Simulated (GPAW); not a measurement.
# GaN (F-43m) in GPAW: settings compared, part 2 of 2

GPAW 26.7.0. Earlier steps stand in the parts before.

**6. Band structure, PBE**

Input file run.py:

```python
import spglib
from ase import Atoms
from ase.dft.bandgap import bandgap
from ase.io import read, write
from gpaw import GPAW

atoms = read('GaN.cif')
cell, positions, numbers = spglib.find_primitive(
    (atoms.cell[:], atoms.get_scaled_positions(), atoms.numbers), symprec=1e-4)
atoms = Atoms(numbers, cell=cell, scaled_positions=positions, pbc=True)

calc = GPAW(mode='lcao',
            h=0.2,
            basis='dz(dzp)',
            xc='PBE',
            kpts={'size': (10, 10, 10), 'gamma': True},
            occupations={'name': 'fermi-dirac', 'width': 0.05},
            convergence={'density': 1e-05, 'energy': 1e-05},
            maxiter=150,
            txt='gpaw.txt')
atoms.calc = calc
energy = atoms.get_potential_energy()
forces = atoms.get_forces()
calc.write('gs.gpw')
write('result.traj', atoms)
print(f'Energy: {energy:.6f} eV')
print('Forces (eV/A):')
print(forces.round(4))
print('Fermi level:', round(calc.get_fermi_level(), 4), 'eV')
print(f'Gap: {bandgap(calc)[0]:.4f} eV, direct: {bandgap(calc, direct=True)[0]:.4f} eV')

path = atoms.cell.bandpath('GXWKGLUWLK,UX', npoints=80, eps=1e-4)
bs_calc = calc.fixed_density(kpts=path, symmetry='off', txt='bands.txt')
bs = bs_calc.band_structure()
bs.write('bs.json')
print(f'Gap on the path: {bandgap(bs_calc)[0]:.4f} eV')
```

Input file GaN.cif:

```cif
data_GaN
_cell_length_a 4.50700122
_cell_length_b 4.50700122
_cell_length_c 4.50700122
_cell_angle_alpha 90.00000000
_cell_angle_beta 90.00000000
_cell_angle_gamma 90.00000000
_space_group_name_H-M_alt 'F-43m'
_space_group_name_Hall 'F -4 2 3'
_space_group_IT_number 216
loop_
_space_group_symop_operation_xyz
'x,y,z'
'y,-x,-z'
'-x,-y,z'
'-y,x,-z'
'x,-y,-z'
'y,x,z'
'-x,y,-z'
'-y,-x,z'
'z,x,y'
'-z,y,-x'
'z,-x,-y'
'-z,-y,x'
'-z,x,-y'
'z,y,x'
'-z,-x,y'
'z,-y,-x'
'y,z,x'
'-x,-z,y'
'-y,z,-x'
'x,-z,-y'
'-y,-z,x'
'x,z,y'
'y,-z,-x'
'-x,z,-y'
'x,y+1/2,z+1/2'
'y,-x+1/2,-z+1/2'
'-x,-y+1/2,z+1/2'
'-y,x+1/2,-z+1/2'
'x,-y+1/2,-z+1/2'
'y,x+1/2,z+1/2'
'-x,y+1/2,-z+1/2'
'-y,-x+1/2,z+1/2'
'z,x+1/2,y+1/2'
'-z,y+1/2,-x+1/2'
'z,-x+1/2,-y+1/2'
'-z,-y+1/2,x+1/2'
'-z,x+1/2,-y+1/2'
'z,y+1/2,x+1/2'
'-z,-x+1/2,y+1/2'
'z,-y+1/2,-x+1/2'
'y,z+1/2,x+1/2'
'-x,-z+1/2,y+1/2'
'-y,z+1/2,-x+1/2'
'x,-z+1/2,-y+1/2'
'-y,-z+1/2,x+1/2'
'x,z+1/2,y+1/2'
'y,-z+1/2,-x+1/2'
'-x,z+1/2,-y+1/2'
'x+1/2,y,z+1/2'
'y+1/2,-x,-z+1/2'
'-x+1/2,-y,z+1/2'
'-y+1/2,x,-z+1/2'
'x+1/2,-y,-z+1/2'
'y+1/2,x,z+1/2'
'-x+1/2,y,-z+1/2'
'-y+1/2,-x,z+1/2'
'z+1/2,x,y+1/2'
'-z+1/2,y,-x+1/2'
'z+1/2,-x,-y+1/2'
'-z+1/2,-y,x+1/2'
'-z+1/2,x,-y+1/2'
'z+1/2,y,x+1/2'
'-z+1/2,-x,y+1/2'
'z+1/2,-y,-x+1/2'
'y+1/2,z,x+1/2'
'-x+1/2,-z,y+1/2'
'-y+1/2,z,-x+1/2'
'x+1/2,-z,-y+1/2'
'-y+1/2,-z,x+1/2'
'x+1/2,z,y+1/2'
'y+1/2,-z,-x+1/2'
'-x+1/2,z,-y+1/2'
'x+1/2,y+1/2,z'
'y+1/2,-x+1/2,-z'
'-x+1/2,-y+1/2,z'
'-y+1/2,x+1/2,-z'
'x+1/2,-y+1/2,-z'
'y+1/2,x+1/2,z'
'-x+1/2,y+1/2,-z'
'-y+1/2,-x+1/2,z'
'z+1/2,x+1/2,y'
'-z+1/2,y+1/2,-x'
'z+1/2,-x+1/2,-y'
'-z+1/2,-y+1/2,x'
'-z+1/2,x+1/2,-y'
'z+1/2,y+1/2,x'
'-z+1/2,-x+1/2,y'
'z+1/2,-y+1/2,-x'
'y+1/2,z+1/2,x'
'-x+1/2,-z+1/2,y'
'-y+1/2,z+1/2,-x'
'x+1/2,-z+1/2,-y'
'-y+1/2,-z+1/2,x'
'x+1/2,z+1/2,y'
'y+1/2,-z+1/2,-x'
'-x+1/2,z+1/2,-y'
loop_
_atom_site_label
_atom_site_type_symbol
_atom_site_symmetry_multiplicity
_atom_site_Wyckoff_symbol
_atom_site_fract_x
_atom_site_fract_y
_atom_site_fract_z
_atom_site_occupancy
Ga1 Ga 4 a 0.0000000000 0.0000000000 0.0000000000 1
N1 N 4 d 0.2500000000 0.2500000000 0.7500000000 1
```

Potentials or basis: GPAW PAW data sets (gpaw-data 1.2.1), lcao:dz(dzp).

The run is started by

```bash
> OMP_NUM_THREADS=1 python run.py
```

Wall time 28 s (1 thread of Intel Xeon Platinum 8488C (Sapphire Rapids), shared host); peak memory 0.15 GiB.

The run converged, but some of its settings lie outside the range that counts as converged, so its numbers aren't taken as properties of the crystal.

Results:

```yaml
Free_energy: -10.3387 eV
Band_gap_on_the_k_mesh: 1.79 eV, direct
Band_gap_along_the_path: 1.79 eV, direct
```

Caveat: the real-space grid adds noise to forces; the basis of atomic orbitals isn't converged, which shifts pressures, moduli and gaps.

**7. Summary**

```csv
task,level,potentials or basis,cutoff (eV),band path,band points,grid spacing,V0 of scaled cells (Å³/atom),B0 (GPa)
equation of state,SCAN,"GPAW PAW data sets (gpaw-data 1.2.1), pw",800,-,-,-,-,-
band structure,PBE,"GPAW PAW data sets (gpaw-data 1.2.1), lcao:dzp",-,"GXWKGLUWLK,UX",80,0.2 Å,-,-
equation of state,WC,"PAW data sets generated in the run's folder for this functional, pw",800,-,-,-,11.83,199
equation of state,PBE+D4,"GPAW PAW data sets (gpaw-data 1.2.1), pw",800,-,-,-,11.85,196
```

Alike in all rows: no spin polarisation; cell as given; k mesh 10 × 10 × 10; smearing fermi-dirac 0.05 eV.

Caveats: the data sets keep Ga 3d, Li 1s and Be 1s frozen, and some such compounds lay over 1.5 % in volume off other programs (some runs); the points scatter about the fit (some runs); the PAW data sets were made with another functional, which shifts forces and pressure a little (some runs); the real-space grid adds noise to forces (some runs); the basis of atomic orbitals isn't converged, which shifts pressures, moduli and gaps (some runs).

Absolute energies hang on the potentials; compare differences alone.

**8. Against experiment**

Step 3. A measured gap of GaN is 3.299 eV (direct; 0 K; a printed reference work, textbook); the calculated 1.79 eV misses it by -1.51 eV. Spin-orbit coupling on Ga is left out. The value is that of PBE in an atomic basis (GPAW PAW data sets (gpaw-data 1.2.1), lcao:dzp), whose error adds to the functional's,, without temperature or zero-point motion. Semilocal functionals fall short of measured gaps as a rule. The cell is a database's relaxed one, not the measured one, which moves gaps too.
